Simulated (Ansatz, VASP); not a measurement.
**CdTe in VASP and in Ansatz**

INCAR

```
PREC = Accurate
ENCUT = 600
EDIFF = 1E-6
ISMEAR = -1
SIGMA = 0.05
LREAL = F
LASPH = T
NELM = 100
ALGO = Normal
ISIF = 3
LWAVE = F
LCHARG = F
GGA = PE
IBRION = 2
NSW = 60
EDIFFG = -0.005
```

The input KPOINTS:

```
regular mesh
0
Gamma
  11 11 11
```

POSCAR

```
CdTe
1.0
    3.3465029723      0.0000000000      0.0000000000
    0.0000000000      3.3465029723      0.0000000000
    0.0000000000      0.0000000000      3.3465029723
Cd Te
1 1
Direct
    0.0000000000      0.0000000000      0.0000000000
    0.5000000000      0.5000000000      0.5000000000
```

Input for Ansatz:

```yaml
crystal:
  lattice:
    - [3.3465029723, 0.0, 0.0]
    - [0.0, 3.3465029723, 0.0]
    - [0.0, 0.0, 3.3465029723]
  atoms:
    - { symbol: Cd, position: [0.0, 0.0, 0.0] }
    - { symbol: Te, position: [0.5, 0.5, 0.5] }
kpoints:
  mp_grid: { grid: [11, 11, 11] }
scf:
  occupations: { method: fermi_dirac, width: 0.05 }
hamiltonian:
  xc: pbe
  pseudopotentials: { kind: paw }
output:
  forces: true
  stress: true
relax:
  f_tol: 0.005
  max_steps: 40
  cell: {}
```

Alike in both runs: task relaxation of cell and atoms; functional PBE; k mesh 11 × 11 × 11; occupations fermi-dirac, width 0.05 eV; no spin polarisation.

|  | VASP | Ansatz |
| --- | --- | --- |
| version | VASP 6.6.1 | Ansatz 0.2.0 |
| potentials or method | VASP PAW PBE potentials, release 64 (Cd, Te) | PAW with Ansatz's default frozen-core files, scalar-relativistic |
| plane-wave cutoff (eV) | 600 | 420 |
| valence electrons in the cell | 18 | 36 |

|  | VASP | Ansatz | Ansatz less VASP |
| --- | --- | --- | --- |
| relaxed volume (Å³/atom) | 27.20 | 27.13 | -0.073 |
| relaxed cell length with the largest relative difference (Å) | 3.789 | 3.786 | -0.0034 |
| energy change over the relaxation (meV/atom) | -775 | -759 | +16.5 |

The two sets of potentials don't hold the same shells in valence.

Caveats: the volume moved by over 15 % at a fixed basis, so the end points are rough (VASP). The runs have no spin-orbit coupling, so splittings on Te are missing.
